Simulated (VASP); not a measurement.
# The defect B_Mg in a supercell of MgB2C2 (Pnnm), part 4 of 9

Wanted: what the defect B_Mg costs in MgB2C2 (Pnnm) and how the lattice relaxes round it. The start is a computed cell from the Materials Project.

VASP 6.6.1, plane waves and PAW; the level of theory is named at each step.

So far. Step 2 (Relaxing the host crystal): The run ended after 3 ionic steps, 0.001 eV below its first step, once forces and stress met EDIFFG = -0.03.

### 4. The supercell without the defect

Level of this step: PBEsol; plane waves and PAW (Mg, B, C) (VASP).

System of this step: MgB2C2 (Pnnm). The cell holds 60 atoms: 12 Mg, 24 B and 24 C. Its edges and angles: a = 8.535 Å, b = 8.535 Å, c = 8.300 Å, α = 90.0°, β = 90.0°, γ = 65.5°. It derives from MgB2C2 (MgB2C2 (Pnnm)).

The same cell, mesh and cutoff without the defect give the energy to subtract and, in a gapped host, the band edges to count from, so that most errors cancel.

INCAR

```
SYSTEM = MgB2C2
PREC = Normal
ENCUT = 400
EDIFF = 1E-05
NELM = 120
ISMEAR = 0
SIGMA = 0.05
LREAL = Auto
ALGO = Fast
GGA = PS
LORBIT = 11
LWAVE = .FALSE.
LCHARG = .FALSE.
KPAR = 4
```

POSCAR

```
MgB2C2
1.0
    4.6186696203      7.1768882529      0.0000000000
   -4.6186696203      7.1768882529      0.0000000000
    0.0000000000      0.0000000000      8.3003684025
Mg B C
12 24 24
Direct
    0.5000000000      0.0000000000      0.1666666667
    0.5000000000      0.0000000000      0.5000000000
    0.5000000000      0.0000000000      0.8333333333
    0.0000000000      0.5000000000      0.1666666667
    0.0000000000      0.5000000000      0.5000000000
    0.0000000000      0.5000000000      0.8333333333
    0.0000000000      0.0000000000      0.0000000000
    0.0000000000      0.0000000000      0.3333333333
    0.0000000000      0.0000000000      0.6666666667
    0.5000000000      0.5000000000      0.0000000000
    0.5000000000      0.5000000000      0.3333333333
    0.5000000000      0.5000000000      0.6666666667
    0.8063555111      0.9232274914      0.1666666667
    0.8063555111      0.9232274914      0.5000000000
    0.8063555111      0.9232274914      0.8333333333
    0.3063555111      0.4232274914      0.1666666667
    0.3063555111      0.4232274914      0.5000000000
    0.3063555111      0.4232274914      0.8333333333
    0.1936444889      0.0767725086      0.1666666667
    0.1936444889      0.0767725086      0.5000000000
    0.1936444889      0.0767725086      0.8333333333
    0.6936444889      0.5767725086      0.1666666667
    0.6936444889      0.5767725086      0.5000000000
    0.6936444889      0.5767725086      0.8333333333
    0.4232274914      0.8063555111      0.0000000000
    0.4232274914      0.8063555111      0.3333333333
    0.4232274914      0.8063555111      0.6666666667
    0.9232274914      0.3063555111      0.0000000000
    0.9232274914      0.3063555111      0.3333333333
    0.9232274914      0.3063555111      0.6666666667
    0.5767725086      0.1936444889      0.0000000000
    0.5767725086      0.1936444889      0.3333333333
    0.5767725086      0.1936444889      0.6666666667
    0.0767725086      0.6936444889      0.0000000000
    0.0767725086      0.6936444889      0.3333333333
    0.0767725086      0.6936444889      0.6666666667
    0.5027484825      0.7176288896      0.1666666667
    0.5027484825      0.7176288896      0.5000000000
    0.5027484825      0.7176288896      0.8333333333
    0.0027484824      0.2176288896      0.1666666667
    0.0027484824      0.2176288896      0.5000000000
    0.0027484824      0.2176288896      0.8333333333
    0.4972515176      0.2823711104      0.1666666667
    0.4972515176      0.2823711104      0.5000000000
    0.4972515176      0.2823711104      0.8333333333
    0.9972515176      0.7823711104      0.1666666667
    0.9972515176      0.7823711104      0.5000000000
    0.9972515176      0.7823711104      0.8333333333
    0.7176288896      0.0027484824      0.0000000000
    0.7176288896      0.0027484824      0.3333333333
    0.7176288896      0.0027484824      0.6666666667
    0.2176288895      0.5027484824      0.0000000000
    0.2176288895      0.5027484824      0.3333333333
    0.2176288895      0.5027484824      0.6666666667
    0.2823711104      0.9972515176      0.0000000000
    0.2823711104      0.9972515176      0.3333333333
    0.2823711104      0.9972515176      0.6666666667
    0.7823711105      0.4972515176      0.0000000000
    0.7823711105      0.4972515176      0.3333333333
    0.7823711105      0.4972515176      0.6666666667
```

KPOINTS

```
Automatic mesh
0
Gamma
2 2 2
0 0 0
```

Potentials, in the order of the species: Mg, B and C (PBE family, release 64).

Command:

```bash
mpirun -np 4 vasp_std
```

What it wrote:

```text
[banner, memory and clock lines left out]
running    4 mpi-ranks, on    1 nodes
 distrk:  each k-point on    1 cores,    4 groups
 distr:  one band on    1 cores,    1 groups

 POSCAR found type information on POSCAR MgB C
 POSCAR found :  3 types and      60 ions
 [... a notice as in an earlier step ...]

 LDA part: xc-table for (Slater+PW92), standard interpolation
 POSCAR, INCAR and KPOINTS ok, starting setup
 FFT: planning ... GRIDC
 FFT: planning ... GRID_SOFT
 FFT: planning ... GRID
 WAVECAR not read
 entering main loop
       N       E                     dE             d eps       ncg     rms          rms(c)
DAV:   1     0.530755989950E+03    0.53076E+03   -0.75459E+04  1564   0.110E+03
DAV:   2    -0.409914546108E+03   -0.94067E+03   -0.87800E+03  1924   0.233E+02
DAV:   3    -0.477528174582E+03   -0.67614E+02   -0.66759E+02  1792   0.627E+01
DAV:   4    -0.479268718775E+03   -0.17405E+01   -0.17341E+01  1784   0.104E+01
DAV:   5    -0.479322615037E+03   -0.53896E-01   -0.53858E-01  1785   0.181E+00    0.328E+01
RMM:   6    -0.436022331797E+03    0.43300E+02   -0.77948E+01  1572   0.172E+01    0.154E+01
RMM:   7    -0.430481984992E+03    0.55403E+01   -0.45706E+01  1614   0.136E+01    0.767E+00
RMM:   8    -0.429995063539E+03    0.48692E+00   -0.49205E+00  1675   0.498E+00    0.245E+00
RMM:   9    -0.429742446779E+03    0.25262E+00   -0.13517E+00  1707   0.243E+00    0.625E-01
RMM:  10    -0.429761627001E+03   -0.19180E-01   -0.32923E-01  1759   0.129E+00    0.689E-01
RMM:  11    -0.429744053614E+03    0.17573E-01   -0.46232E-02  1720   0.532E-01    0.183E-01
RMM:  12    -0.429743900946E+03    0.15267E-03   -0.10835E-02  1777   0.243E-01    0.598E-02
RMM:  13    -0.429744154175E+03   -0.25323E-03   -0.22165E-03  1829   0.112E-01    0.388E-02
RMM:  14    -0.429744122665E+03    0.31511E-04   -0.40138E-04  1767   0.476E-02    0.179E-02
RMM:  15    -0.429744127813E+03   -0.51481E-05   -0.84676E-05  1615   0.206E-02
   1 F= -.42974413E+03 E0= -.42974413E+03  d E =-.142406E-15
```

Elapsed: 34 s, on 4 MPI ranks of Intel Xeon 6975P-C (Granite Rapids), shared host; peak memory 1.5 GiB; 2.2 min of CPU time.

Parts of OUTCAR (step 4):

```text
  LATTYP: Found a base centered orthorhombic cell.
 ALAT       =     9.2373392406
 B/A-ratio  =     1.5538864744
 C/A-ratio  =     0.8985670209

 Found      6 irreducible k-points:

   k-points           NKPTS =      6   k-points in BZ     NKDIM =      6   number of bands    NBANDS=    127

   dimension x,y,z NGX =    42 NGY =   42 NGZ =   42
   dimension x,y,z NGXF=    84 NGYF=   84 NGZF=   84

   ENCUT  =  400.0 eV  29.40 Ry    5.42 a.u.  13.92 13.92 13.54*2*pi/ulx,y,z

   NELECT =     192.0000    total number of electrons

 E-fermi :   5.0366

 k-point     1 :       0.0000    0.0000    0.0000
  band No.  band energies     occupation
    ...
     92       3.6209      2.00000
     93       3.6555      2.00000
     94       4.3848      2.00000
     95       4.4686      2.00000
     96       4.7589      2.00000
     97       6.1582      0.00000
     98       6.1582      0.00000
     99       6.4767      0.00000
    100       7.1580      0.00000
    101       7.1587      0.00000
    ...

 k-point     2 :       0.5000    0.0000    0.0000
  band No.  band energies     occupation
    ...
     92       3.8289      2.00000
     93       3.9050      2.00000
     94       3.9050      2.00000
     95       3.9622      2.00000
     96       3.9622      2.00000
     97       6.5588      0.00000
     98       6.5588      0.00000
     99       6.5588      0.00000
    100       6.5588      0.00000
    101       7.0218      0.00000
    ...

  Total       -2.9795140     -4.1948098     -2.8782960      0.0000000      0.0000000      0.0000000
  in kB       -8.6751215    -12.2135640     -8.3804164      0.0000000      0.0000000      0.0000000
  external PRESSURE =      -9.7563673 kB  Pullay stress =       0.0000000 kB

  energy-cutoff  :      400.00
  volume of cell :      550.28
      direct lattice vectors                 reciprocal lattice vectors
     4.618669620  7.176888253  0.000000000     0.108256282  0.069668077  0.000000000
    -4.618669620  7.176888253  0.000000000    -0.108256282  0.069668077  0.000000000
     0.000000000  0.000000000  8.300368403     0.000000000  0.000000000  0.120476580

 POSITION                                       TOTAL-FORCE (eV/Angst)
 -----------------------------------------------------------------------------------
      2.30933      3.58844      1.38339        -0.000000      0.000000     -0.000000
      2.30933      3.58844      4.15018        -0.000000      0.000000     -0.000000
      2.30933      3.58844      6.91697        -0.000000      0.000000     -0.000000
     -2.30933      3.58844      1.38339        -0.000000      0.000000     -0.000000
     -2.30933      3.58844      4.15018        -0.000000      0.000000     -0.000000
     -2.30933      3.58844      6.91697        -0.000000      0.000000      0.000000
      0.00000      0.00000      0.00000        -0.000000      0.000000     -0.000000
      0.00000      0.00000      2.76679        -0.000000      0.000000     -0.000000
      0.00000      0.00000      5.53358        -0.000000      0.000000     -0.000000
      0.00000      7.17689      0.00000        -0.000000      0.000000      0.000000
      0.00000      7.17689      2.76679        -0.000000      0.000000      0.000000
      0.00000      7.17689      5.53358        -0.000000      0.000000     -0.000000
     -0.53979     12.41302      1.38339         0.021479      0.002303     -0.000000
     -0.53979     12.41302      4.15018         0.021479      0.002303      0.000000
     -0.53979     12.41302      6.91697         0.021479      0.002303      0.000000
     -0.53979      5.23614      1.38339         0.021479      0.002303      0.000000
     -0.53979      5.23614      4.15018         0.021479      0.002303      0.000000
     -0.53979      5.23614      6.91697         0.021479      0.002303      0.000000
      0.53979      1.94075      1.38339        -0.021479     -0.002303     -0.000000
      0.53979      1.94075      4.15018        -0.021479     -0.002303     -0.000000
      0.53979      1.94075      6.91697        -0.021479     -0.002303     -0.000000
      0.53979      9.11764      1.38339        -0.021479     -0.002303      0.000000
      0.53979      9.11764      4.15018        -0.021479     -0.002303      0.000000
      0.53979      9.11764      6.91697        -0.021479     -0.002303      0.000000
     -1.76954      8.82458      0.00000        -0.021479      0.002303     -0.000000
     -1.76954      8.82458      2.76679        -0.021479      0.002303     -0.000000
     -1.76954      8.82458      5.53358        -0.021479      0.002303     -0.000000
      2.84913      8.82458      0.00000        -0.021479      0.002303      0.000000
      2.84913      8.82458      2.76679        -0.021479      0.002303     -0.000000
      2.84913      8.82458      5.53358        -0.021479      0.002303      0.000000
      1.76954      5.52920      0.00000         0.021479     -0.002303     -0.000000
      1.76954      5.52920      2.76679         0.021479     -0.002303     -0.000000
      1.76954      5.52920      5.53358         0.021479     -0.002303     -0.000000
     -2.84913      5.52920      0.00000         0.021479     -0.002303      0.000000
     -2.84913      5.52920      2.76679         0.021479     -0.002303      0.000000
     -2.84913      5.52920      5.53358         0.021479     -0.002303      0.000000
     -0.99246      8.75851      1.38339         0.012561      0.025442     -0.000000
     -0.99246      8.75851      4.15018         0.012561      0.025442     -0.000000
[...]
-----------------------------------------------------------------------------------
    total drift:                               -0.000000     -0.000001     -0.000000

  FREE ENERGIE OF THE ION-ELECTRON SYSTEM (eV)
  ---------------------------------------------------
  free  energy   TOTEN  =      -429.7441278129 eV

  energy  without entropy=     -429.7441278129  energy(sigma->0) =     -429.74412781

 total charge
# of ion       s       p       d       tot
------------------------------------------
    1        0.156   0.181   0.065   0.402
    2        0.156   0.181   0.065   0.402
    3        0.156   0.181   0.065   0.402
    4        0.156   0.181   0.065   0.402
    5        0.156   0.181   0.065   0.402
    6        0.156   0.181   0.065   0.402
    7        0.156   0.181   0.065   0.402
    8        0.156   0.181   0.065   0.402
    9        0.156   0.181   0.065   0.402
   10        0.156   0.181   0.065   0.402
   11        0.156   0.181   0.065   0.402
   12        0.156   0.181   0.065   0.402
   13        0.721   1.326   0.000   2.047
   14        0.721   1.326   0.000   2.047
   15        0.721   1.326   0.000   2.047
   16        0.721   1.326   0.000   2.047
   17        0.721   1.326   0.000   2.047
   18        0.721   1.326   0.000   2.047
   19        0.721   1.326   0.000   2.047
   20        0.721   1.326   0.000   2.047
   21        0.721   1.326   0.000   2.047
   22        0.721   1.326   0.000   2.047
   23        0.721   1.326   0.000   2.047
   24        0.721   1.326   0.000   2.047
   25        0.721   1.326   0.000   2.047
   26        0.721   1.326   0.000   2.047
   27        0.721   1.326   0.000   2.047
   28        0.721   1.326   0.000   2.047
   29        0.721   1.326   0.000   2.047
   30        0.721   1.326   0.000   2.047
   31        0.721   1.326   0.000   2.047
   32        0.721   1.326   0.000   2.047
   33        0.721   1.326   0.000   2.047
   34        0.721   1.326   0.000   2.047
   35        0.721   1.326   0.000   2.047
   36        0.721   1.326   0.000   2.047
   37        0.840   1.709   0.000   2.550
[...]
--------------------------------------------------
tot         39.340  75.032   0.778 115.150

[... 2 parts as in an earlier step ...]

[... 7 further parts left out ...]
```

Numbers from this step:

| Item | Value |
| --- | --- |
| electronic cycles | 15 |
| electrons | 192 |
| free energy (TOTEN) | -429.7441 eV |
| Fermi energy | 5.037 eV |
| gap on the k-mesh | 1.338 eV |

No direct gap is given, since this cell folds other wave vectors onto the zone centre.

The perfect cell has a gap of 1.34 eV on this mesh, with its valence-band top at 4.759 eV, and charged states follow.

(Continued in part 5 of 9.)

[Lines on the potential files, build, host, timing and source positions are cut from VASP's logs without a mark.]

[Logs are printed without paths, hosts, clocks, repeated set-up lines and the standing remarks that a program may print on its own settings, such as how far it seeks lower states.]

[Hosts, paths, dates, database ids (printed as entryN), source tags and the programs' standing remarks are cut or masked in the printed files.]

[In band tables of VASP the shares of atoms and orbitals are scaled to a sum of 1 inside the atoms' spheres.]

[Runs that stopped without an error message from VASP are left out.]
